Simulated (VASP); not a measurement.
# Mo (Im-3m) in VASP: settings compared, part 2 of 2

VASP 6.6.1. The steps go on from the part before.

## Step 5: Relaxation of cell and atoms, PBEsol

The input, INCAR:

```
PREC = Accurate
ENCUT = 580
EDIFF = 1E-7
ISMEAR = 0
SIGMA = 0.1
LREAL = F
LASPH = T
NELM = 80
ALGO = Fast
ISIF = 3
LWAVE = F
LCHARG = F
GGA = PS
IBRION = 2
NSW = 90
EDIFFG = -0.005
```

The input, KPOINTS:

```
regular mesh
0
Gamma
  18 18 18
```

The input, POSCAR:

```
Mo
1.0
   -1.5838089700      1.5838089700      1.5838089700
    1.5838089700     -1.5838089700      1.5838089700
    1.5838089700      1.5838089700     -1.5838089700
Mo
1
Direct
    0.0000000000      0.0000000000      0.0000000000
```

Potentials or basis: VASP PAW PBE potentials, release 64 (Mo).

Started as:

```bash
> cat potpaw_PBE.64/Mo/POTCAR > POTCAR
> mpirun -np 1 vasp_std > vasp.out
```

OUTCAR:

```text
PREC = Accurate
   ENCUT = 580
   EDIFF = 1E-7
   ISMEAR = 0
   LREAL = F
   LASPH = T
   NELM = 80
   ISIF = 3
   GGA = PS
   IBRION = 2
   NSW = 90
   EDIFFG = -0.005

 ion  position               nearest neighbor table
   1  0.000  0.000  0.000-

  LATTYP: Found a body centered cubic cell.
 ALAT       =     3.1676179400

  Lattice vectors:

 A1 = (  -1.5838089700,   1.5838089700,   1.5838089700)
 A2 = (   1.5838089700,  -1.5838089700,   1.5838089700)
 A3 = (   1.5838089700,   1.5838089700,  -1.5838089700)

Analysis of symmetry for initial positions (statically):
=====================================================================
 Subroutine PRICEL returns:
 Original cell was already a primitive cell.

 Routine SETGRP: Setting up the symmetry group for a
 body centered cubic supercell.

 Subroutine GETGRP returns: Found 48 space group operations
 (whereof 48 operations were pure point group operations)
 out of a pool of 48 trial point group operations.

The static configuration has the point symmetry O_h .

Analysis of symmetry for dynamics (positions and initial velocities):
=====================================================================
[... 168 lines left out ...]
  Total       -1.1666950     -1.1666950     -1.1666950     -0.0000000      0.0000000      0.0000000
  in kB     -117.6249692   -117.6249692   -117.6249692     -0.0000000      0.0000000      0.0000000
  external PRESSURE =    -117.6249692 kB  Pullay stress =       0.0000000 kB
[... 197 lines left out ...]
--------------------------------------- Ionic step        7  -------------------------------------------

 number of electron       6.0000000 magnetization

 Free energy of the ion-electron system (eV)
  ---------------------------------------------------
  ext. energy  EPLUGINS =         0.00000000
  ---------------------------------------------------
  free energy    TOTEN  =       -11.80601966 eV

  energy without entropy =      -11.80354828  energy(sigma->0) =      -11.80478397

 E-fermi :   7.0414     XC(G=0): -13.3468

 val. band max:        7.0138375578   @ k =   0.3889   0.1111  -0.0000
 cond. band min:       7.0545131657   @ k =  -0.3889   0.4444   0.2778
 fundamental gap:      0.0406756079
 Fermi energy:         7.0413820181

 k-point     1 :       0.0000    0.0000    0.0000
  band No.  band energies     occupation
      1      -0.3581      2.00000
      2       5.5659      2.00000
      3       5.5659      2.00000
      4       5.5659      2.00000
      5       8.6745      0.00000
      6       8.6745      0.00000
      7      23.5145      0.00000
[... 221 lines left out ...]
 k-point    24 :       0.3889    0.1111   -0.0000
  band No.  band energies     occupation
      1       1.9137      2.00000
      2       3.6168      2.00000
      3       7.0138      1.30312
      4       8.6043      0.00000
      5       9.7808      0.00000
      6      12.6133      0.00000
      7      19.2142      0.00000

 [... further k-points ...]

------------------------ aborting loop because EDIFF is reached ----------------------------------------

  FORCE on cell =-STRESS in cart. coord.  units (eV):
  Direction    XX          YY          ZZ          XY          YZ          ZX
  --------------------------------------------------------------------------------------
  -------------------------------------------------------------------------------------
  Total        0.0011434      0.0011434      0.0011434      0.0000000      0.0000000     -0.0000000
  in kB        0.1205159      0.1205159      0.1205159      0.0000000      0.0000000     -0.0000000
  external PRESSURE =       0.1205159 kB  Pullay stress =       0.0000000 kB
[... 16 lines left out ...]
  FREE ENERGIE OF THE ION-ELECTRON SYSTEM (eV)
  ---------------------------------------------------
  free  energy   TOTEN  =       -11.8060196643 eV

  energy  without entropy=      -11.8035482788  energy(sigma->0) =      -11.80478397

 reached required accuracy - stopping structural energy minimisation
```

OSZICAR:

```text
N       E                     dE             d eps       ncg     rms          rms(c)
DAV:   1     0.991910329409E+01    0.99191E+01   -0.31349E+03  2730   0.808E+02
DAV:   2    -0.123719729526E+02   -0.22291E+02   -0.21778E+02  3332   0.141E+02
[... 61 lines left out ...]
DAV:   1    -0.118060345922E+02   -0.39861E-04   -0.78210E-04  3066   0.263E-01    0.705E-02
RMM:   2    -0.118060217988E+02    0.12793E-04   -0.10509E-05  2730   0.315E-02    0.262E-02
RMM:   3    -0.118060193474E+02    0.24514E-05   -0.72557E-06  2730   0.203E-02    0.160E-03
RMM:   4    -0.118060195129E+02   -0.16551E-06   -0.37925E-07  2514   0.848E-03    0.166E-03
RMM:   5    -0.118060196366E+02   -0.12377E-06   -0.82883E-08  1562   0.223E-03    0.212E-03
RMM:   6    -0.118060196643E+02   -0.27709E-07   -0.35840E-08  1487   0.195E-03
   7 F= -.11806020E+02 E0= -.11804784E+02  d E =-.316143E-05
```

Wall time 56 s (1 thread of Intel Xeon Platinum 8488C (Sapphire Rapids), shared host); peak memory 0.17 GiB.

Results:

| Quantity | Value |
| --- | --- |
| Free energy | -11.8060 eV |
| Relaxed volume | 15.20 Å³/atom |
| Relaxed cell | a = 2.703 Å, b = 2.703 Å, c = 2.703 Å, α = 109.47°, β = 109.47°, γ = 109.47° |
| Space group after relaxing (to 0.05 Å) | Im-3m (No. 229) |
| Energy gained by relaxing | 26.4 meV/atom |
| Ionic steps | 7 |
| Pressure after relaxing | 0.0 GPa |
| Band gap on the k mesh | none (metal or under the smearing width) |

Step by step:
```csv
step,energy change (eV),largest force (eV/Å),pressure (GPa),volume (Å³)
1,0.0000,0.0000,-11.76,15.89
2,0.2299,0.0000,49.87,13.36
3,-0.0263,0.0000,-0.68,15.24
4,-0.0264,0.0000,-0.11,15.21
5,-0.0264,0.0000,0.16,15.19
6,-0.0264,0.0000,-0.38,15.22
7,-0.0264,0.0000,0.01,15.20
```

Final structure:
```
CELL_PARAMETERS angstrom
-1.56053 1.56053 1.56053
1.56053 -1.56053 1.56053
1.56053 1.56053 -1.56053
ATOMIC_POSITIONS crystal
Mo 0.00000 0.00000 0.00000
```

Levels at points of the mesh, in eV from the Fermi level:
```tsv
k point	band 1	band 2	band 3	band 4	band 5	band 6
(0.00, 0.00, 0.00)	-7.40	-1.48	-1.48	-1.48	1.63	1.63
(0.50, 0.00, 0.00)	-5.55	-3.59	1.67	1.68	2.33	4.89
(0.50, 0.50, 0.50)	-5.72	-5.72	4.09	4.09	4.09	9.57
```

Caveat: the PAW data sets were made with another functional, which shifts forces and pressure a little.

## Step 6: Relaxation of cell and atoms, PBEsol

Edit INCAR of step 5 so:

```diff
@@ -1,3 +1,3 @@
 PREC = Accurate
-ENCUT = 580
+ENCUT = 480
 EDIFF = 1E-7
```

KPOINTS is that of step 5.

POSCAR is that of step 5.

Potentials or basis: VASP PAW PBE potentials, release 64 (Mo_sv).

Started as:

```bash
> cat potpaw_PBE.64/Mo_sv/POTCAR > POTCAR
> mpirun -np 1 vasp_std > vasp.out
```

It took 53 s on 1 thread of Intel Xeon Platinum 8488C (Sapphire Rapids), shared host; peak memory 0.16 GiB.

Results (log left out):

- Free energy: -11.7782 eV
- Relaxed volume: 15.36 Å³/atom
- Relaxed cell: a = 2.712 Å, b = 2.712 Å, c = 2.712 Å, α = 109.47°, β = 109.47°, γ = 109.47°
- Space group after relaxing (to 0.05 Å): Im-3m (No. 229)
- Energy gained by relaxing: 15.6 meV/atom
- Ionic steps: 4
- Pressure after relaxing: 0.0 GPa
- Band gap on the k mesh: none (metal or under the smearing width)

The path:
```csv
step,energy change (eV),largest force (eV/Å),pressure (GPa),volume (Å³)
1,0.0000,0.0000,-9.01,15.89
2,0.1233,0.0000,33.93,13.92
3,-0.0156,0.0000,-0.38,15.37
4,-0.0156,0.0000,-0.04,15.36
```

Final structure:
```xyz
1
Lattice="-1.5658 1.5658 1.5658 1.5658 -1.5658 1.5658 1.5658 1.5658 -1.5658" Properties=species:S:1:pos:R:3 pbc="T T T"
Mo    1.5658    1.5658    1.5658
```

Levels at points of the mesh, in eV from the Fermi level:
```
           k point  band 4  band 5  band 6  band 7  band 8  band 9  band 10  band 11
(0.00, 0.00, 0.00)  -34.46   -7.36   -1.42   -1.42   -1.42    1.66     1.66    14.82
(0.50, 0.00, 0.00)  -34.47   -5.48   -3.52    1.65    1.71    2.35     4.89    11.95
(0.50, 0.50, 0.50)  -35.49   -5.63   -5.63    4.09    4.09    4.09     9.14     9.14
```

Caveat: the PAW data sets were made with another functional, which shifts forces and pressure a little.

## Step 7: Relaxation of cell and atoms, RPBE

Edit INCAR of step 6 so:

```diff
@@ -1,3 +1,3 @@
 PREC = Accurate
-ENCUT = 480
+ENCUT = 600
 EDIFF = 1E-7
@@ -12,3 +12,3 @@
 LCHARG = F
-GGA = PS
+GGA = RP
 IBRION = 2
```

KPOINTS is that of step 6.

POSCAR is that of step 6.

Started as:

```bash
> cat potpaw_PBE.64/Mo_sv/POTCAR > POTCAR
> mpirun -np 1 vasp_std > vasp.out
```

Run time: 1.7 min. Hardware: 1 thread of Intel Xeon Platinum 8488C (Sapphire Rapids), shared host; peak memory 0.18 GiB.

The run converged. Its results:

| Quantity | Value |
| --- | --- |
| Free energy | -10.3609 eV |
| Relaxed volume | 16.02 Å³/atom |
| Relaxed cell | a = 2.751 Å, b = 2.751 Å, c = 2.751 Å, α = 109.47°, β = 109.47°, γ = 109.47° |
| Space group after relaxing (to 0.05 Å) | Im-3m (No. 229) |
| Energy gained by relaxing | 0.8 meV/atom |
| Ionic steps | 9 |
| Pressure after relaxing | 0.0 GPa |
| Band gap on the k mesh | none (metal or under the smearing width) |

The path:
```tsv
step	energy change (eV)	largest force (eV/Å)	pressure (GPa)	volume (Å³)
1	0.0000	0.0000	2.07	15.89
2	0.0048	0.0000	-5.16	16.37
3	-0.0008	0.0000	0.45	16.02
4	-0.0008	0.0000	-0.48	16.05
5	-0.0008	0.0000	-0.23	16.04
6	-0.0008	0.0000	-0.17	16.03
7	-0.0008	0.0000	-0.10	16.03
8	-0.0008	0.0000	0.22	16.01
9	-0.0008	0.0000	0.00	16.02
```

Final structure:
```xyz
1
Lattice="-1.5881 1.5881 1.5881 1.5881 -1.5881 1.5881 1.5881 1.5881 -1.5881" Properties=species:S:1:pos:R:3 pbc="T T T"
Mo    0.0000    0.0000    0.0000
```

Levels at points of the mesh, in eV from the Fermi level:
```tsv
k point	band 5	band 6	band 7	band 8	band 9	band 10
(0.00, 0.00, 0.00)	-7.15	-1.33	-1.33	-1.33	1.61	1.61
(0.50, 0.00, 0.00)	-5.18	-3.30	1.52	1.62	2.23	4.54
(0.50, 0.50, 0.50)	-5.26	-5.26	3.82	3.82	3.82	8.88
```

Caveat: the PAW data sets were made with another functional, which shifts forces and pressure a little.

## Step 8: Overview

| task | level | potentials or basis | cell | k mesh | cutoff (eV) | mesh quality | gap on the mesh (eV) | pressure (GPa) | relaxed volume (Å³/atom) |
| --- | --- | --- | --- | --- | --- | --- | --- | --- | --- |
| relaxation of cell and atoms | PBEsol | VASP PAW PBE potentials, release 64 (Mo_sv) | relaxed | 18 × 18 × 18 | 300 | not flagged | none | 0.0 | 15.32 |
| relaxation of cell and atoms | PBEsol | VASP PAW PBE potentials, release 64 (Mo_sv) | relaxed | 6 × 6 × 6 | 600 | coarse | none | 0.0 | 15.34 |
| single point | PBEsol | VASP PAW PBE potentials, release 64 (Mo_sv) | as given | 18 × 18 × 18 | 520 | not flagged | none | -9.0 | - |
| relaxation of cell and atoms | PBEsol | VASP PAW PBE potentials, release 64 (Mo) | relaxed | 18 × 18 × 18 | 580 | not flagged | none | 0.0 | 15.20 |
| relaxation of cell and atoms | PBEsol | VASP PAW PBE potentials, release 64 (Mo_sv) | relaxed | 18 × 18 × 18 | 480 | not flagged | none | 0.0 | 15.36 |
| relaxation of cell and atoms | RPBE | VASP PAW PBE potentials, release 64 (Mo_sv) | relaxed | 18 × 18 × 18 | 600 | not flagged | none | 0.0 | 16.02 |

Alike in all rows: no spin polarisation; smearing gaussian 0.1 eV.

Caveats: some runs use coarse meshes; the PAW data sets were made with another functional, which shifts forces and pressure a little; the cutoff is under 1.25 times the usual one of these potentials, so pressure, stress and relaxed cells hold a basis-set (Pulay) error (some runs).

Total energies depend on the potentials used, so only differences within one code and one set of settings carry meaning.
